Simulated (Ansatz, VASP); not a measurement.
# GaP: VASP beside Ansatz

```
Ga P
1.0
     0.00000    2.69252    2.84021
     2.84021    0.00000    2.84021
     2.84021    2.69252    0.00000
Ga P
1 1
Direct
  0.00000 0.00000 0.00000
  0.75000 0.75000 0.75000
```

Alike in both runs: task single point; functional PBEsol; k mesh 10 × 10 × 10; occupations gaussian, width 0.05 eV; no spin polarisation.

|  | VASP | Ansatz |
| --- | --- | --- |
| version | VASP 6.6.1 | Ansatz 0.2.0 |
| potentials or method | VASP PAW PBE potentials, release 64 (Ga_d, P) | scalar-relativistic, plane waves, PAW |
| plane-wave cutoff (eV) | 520 | 420 |
| valence electrons in the cell | 18 | 18 |

```tsv
	VASP	Ansatz	Ansatz less VASP
gap on the k mesh at the Fermi level (eV)	0.99	0.98	-0.004
least direct gap on the mesh (eV)	0.99	0.98	-0.004
pressure (GPa)	-5.6	-5.5	+0.07
largest component of the traceless stress (GPa)	2.37	2.36	-0.006
```

Ansatz warned: «pseudo_functional_mismatch».

Caveats: the PAW data sets were made with another functional, which shifts forces and pressure a little (VASP). A k mesh can miss the band edges.
